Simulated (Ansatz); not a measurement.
Input and output of a field-response calculation (clamped ions) on BaO in the rocksalt structure (the PAW code Ansatz, r2SCAN). The cell was relaxed with r2SCAN and then strained (epitaxial -1.0 % in the xy plane, free normal strain +0.75 %), with the atoms relaxed again with r2SCAN; k points keep the names of the unstrained zone.

input.yaml:
```yaml
crystal:
  lattice:
    - [0.0, 2.7442232547, 2.7928485622]
    - [2.7442232547, 0.0, 2.7928485622]
    - [2.7442232547, 2.7442232547, 0.0]
  atoms:
    - { symbol: Ba, position: [0.0, 0.0, 0.0] }
    - { symbol: O, position: [0.5, 0.5, 0.5] }
kpoints:
  mp_grid: { grid: [6, 6, 6] }
hamiltonian:
  xc: r2scan
scf:
  occupations: { method: fixed }
dielectric: {}
```

Run as `ansatz run input.yaml --threads 2 --pin off --max-ram 29491MiB --backend cpu --events-out ev --progress --plain --runs-dir out`. It took 33 s on 2 threads of AMD EPYC 7R13 Processor (Zen 3), with other jobs on the host, load about 0.7 per core; peak host memory 0.91 GiB.

What the program printed (shortened):
```
Pseudopotential: Ba, paw, valence charge 10, recommended cutoff 500 eV (meta_gga)
Pseudopotential: O, paw, valence charge 6, recommended cutoff 500 eV (meta_gga)
Functional definition: r2SCAN
Crystal: 2 atoms, lattice volume = 42.065 Å³
Basis set: ecut = 500 eV, 1067 PW (Γ)
Bands: 12, of which v1, the nominal top of the filled ones, is band 8 counted from 1 (7 counted from 0)
Symmetry: 16 space group operations
k-points: 68 of 216 (irreducible under 2 space group operations, time reversal used)
SCF converged after 9 iterations
Free energy (F): -6535.957900 eV
Fermi energy:    8.526021 eV
--- Band table (eV; the first three rows and the last of 68) ---
  k-point 0: bands = […, -2.1745, -2.1666, -2.1666, 7.9313, 8.0100, 8.0100, 12.7181, 13.5826, 13.7088, 13.7088]
  k-point 1: bands = […, -2.2521, -2.2030, -2.1901, 7.5121, 7.6721, 7.7031, 13.2727, 13.8530, 14.1095, 14.1748]
  k-point 2: bands = […, -2.4005, -2.2675, -2.2355, 6.8023, 7.1679, 7.1733, 13.4431, 15.3198, 15.3559, 15.8580]
  k-point 67: bands = […, -3.7044, -2.7427, -2.7427, 8.2507, 8.2507, 8.4192, 10.8645, 15.1432, 17.5792, 18.1582]
--- Dielectric response (ions clamped): 3 representative field directions + reference, inside a basis on a mesh of 216 k-points ---
  ε∞ (high-frequency dielectric tensor):
        3.905165     0.000000     0.000000
        0.000000     3.905165     0.000000
        0.000000     0.000000     3.859473
  Born effective charges Z* (e; rows j = field, columns β = displacement):
    site 0:
         2.75742    0.00000    0.00000
         0.00000    2.75742    0.00000
         0.00000    0.00000    2.65210
    site 1:
        -2.75742    0.00000    0.00000
         0.00000   -2.75742    0.00000
         0.00000    0.00000   -2.65210
  ε∞ is read to err by 1.0e-2, Z* by 1.1e-2 e
```

The rows of the band table are 0: (0, 0, 0) = Γ, 1: (0, 0, 1/6), 2: (0, 0, 1/3), 67: (-1/2, -1/2, 0) = X.

The electronic dielectric tensor ε∞ is 3.91 along x and y, 3.86 along z. Born charges, averaged over directions: Ba +2.72, O -2.72 e.

No spin polarisation and no zero-point or thermal motion.

The runs are scalar-relativistic, without spin-orbit coupling.
